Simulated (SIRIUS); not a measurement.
Set up this calculation in SIRIUS 7.12.0, as the native input.

| Property | Result |
| --- | --- |
| Task | eos task |
| Functional | PBE |
| Potentials or basis | GBRV 1.5 PBE (ultrasoft) |
| Cutoff | 557 eV |
| Density cutoff | 5442 eV |
| k mesh | 9 × 9 × 9 |
| Occupations | fermi-dirac, width 0.05 eV |
| Spin | no spin polarisation |
| Libxc names | ["XC_GGA_X_PBE", "XC_GGA_C_PBE"] |
| Energy tol | 1e-08 Ha |
| Density tol | 1e-06 |
| Mixer | anderson |
| Mixing beta | 0.7 |
| Max scf | 100 |

Crystal: Nb.

```
CELL_PARAMETERS angstrom
-1.66395 1.66395 1.66395
1.66395 -1.66395 1.66395
1.66395 1.66395 -1.66395
ATOMIC_POSITIONS crystal
Nb 0.00000 0.00000 0.00000
```

These files were run (other wordings do the same):

sirius.json

```json
{
  "control": {
    "processing_unit": "cpu",
    "verbosity": 1,
    "num_bands_to_print": 13,
    "print_forces": false,
    "print_stress": true
  },
  "parameters": {
    "electronic_structure_method": "pseudopotential",
    "xc_functionals": ["XC_GGA_X_PBE", "XC_GGA_C_PBE"],
    "gk_cutoff": 6.4,
    "pw_cutoff": 20.0,
    "ngridk": [9, 9, 9],
    "shiftk": [0, 0, 0],
    "smearing": "fermi_dirac",
    "smearing_width": 0.0018374661,
    "num_bands": 13,
    "num_mag_dims": 0,
    "num_dft_iter": 100,
    "energy_tol": 1e-08,
    "density_tol": 1e-06
  },
  "iterative_solver": {
    "type": "davidson",
    "min_tolerance": 1e-10
  },
  "mixer": {
    "type": "anderson",
    "beta": 0.7,
    "max_history": 8
  },
  "settings": {
    "tol_ne": 1e-10
  },
  "unit_cell": {
    "lattice_vectors": [
      [-3.144409785071, 3.144409785071, 3.144409785071],
      [3.144409785071, -3.144409785071, 3.144409785071],
      [3.144409785071, 3.144409785071, -3.144409785071]
    ],
    "atom_coordinate_units": "lattice",
    "atom_types": ["Nb"],
    "atom_files": {
      "Nb": "Nb.json"
    },
    "atoms": {
      "Nb": [
        [0.0, 0.0, 0.0]
      ]
    }
  }
}
```

Potentials or basis: GBRV 1.5 PBE (ultrasoft).

Launch:

```sh
$ upf_to_json nb_pbe_v1.uspp.F.UPF
$ OMP_NUM_THREADS=1 sirius.scf --input=sirius.json --output=out.json --task=3 --volume_scale0=0.94 --volume_scale1=1.06 --num_eos_points=7
```

Results of the run:

```
Equilibrium volume                      : 18.09 Å³/atom
Bulk modulus                            : 171 GPa
Pressure derivative of the bulk modulus : 3.6
```

Wall time 33 s on 1 thread of Intel(R) Xeon(R) 6975P-C (Granite Rapids), with other jobs on the host, peak memory 0.21 GiB.
